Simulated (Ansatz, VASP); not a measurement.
## Al: VASP beside Ansatz

```xyz
1
Lattice="0.0000 2.0382 2.0382 2.0382 0.0000 2.0382 2.0382 2.0382 0.0000" Properties=species:S:1:pos:R:3 pbc="T T T"
Al    0.0000    0.0000    0.0000
```

Change from the starting cell: volume scaled by 1.02.

Alike in both runs: task single point; functional PBE; k mesh 11 × 11 × 11; occupations fermi-dirac, width 0.05 eV; no spin polarisation.

```csv
,VASP,Ansatz
version,VASP 6.6.1,Ansatz 0.2.0
potentials or method,"VASP PAW PBE potentials, release 64 (Al)",Ansatz PAW
plane-wave cutoff (eV),520,420
valence electrons in the cell,3,3
```

|  | VASP | Ansatz | Ansatz less VASP |
| --- | --- | --- | --- |
| gap on the k mesh at the Fermi level (eV) | none | none | - |
| pressure (GPa) | -1.9 | -1.9 | +0.04 |

A gap of «none» marks a metal or a gap that the smearing closes.
